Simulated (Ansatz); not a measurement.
**⁹⁷Mo nuclear quadrupole resonance in Te2Mo**

Cell: a structure deposited in the COD whose atoms were relaxed with PBE, the cell held.

Space group P6_3/mmc (No. 194); a = 3.5182, c = 13.9736 Å, γ = 120.00°.

| site | Wyckoff | site symmetry | x | y | z |
| --- | --- | --- | --- | --- | --- |
| Te | 4f | 3m. | 0.3333 | 0.6667 | 0.6201 |
| Mo | 2c | -6m2 | 0.3333 | 0.6667 | 0.2500 |

One atom of each set is listed.

Level of theory: DFT, r2SCAN, plane waves and PAW, scalar-relativistic, 500 eV cutoff, Γ-centred 14×14×3 k-points, Fermi–Dirac smearing 0.02 eV (Ansatz 0.2.0).

⁹⁷Mo: I = 5/2, Q = 255.0 mb (year-2017 value). Static lattice, zero field.

Q: The simulated lines lie at 6.02, 12.0 MHz. What are |C_Q|, η and |V_zz| at Mo?

A: For I = 5/2 and η = 0 the lines are 3|C_Q|/20 and twice that; η pulls their ratio below 2. Here |C_Q| = 40.1 MHz, η = 0.00 and |V_zz| = 6.51 × 10²¹ V/m². The calculation gives V_zz negative; the lines don't show the sign. The site has 6 Te at 2.72 Å.

An axis of threefold or higher order runs through Mo, so V_zz lies along it and η is zero.

The largest force is 0.3 eV/Å, so the atoms aren't at the calculated equilibrium and relaxing them would move these values. Without spin–orbit coupling the gradients at and beside Te can be off by some per cent, at some sites by more.
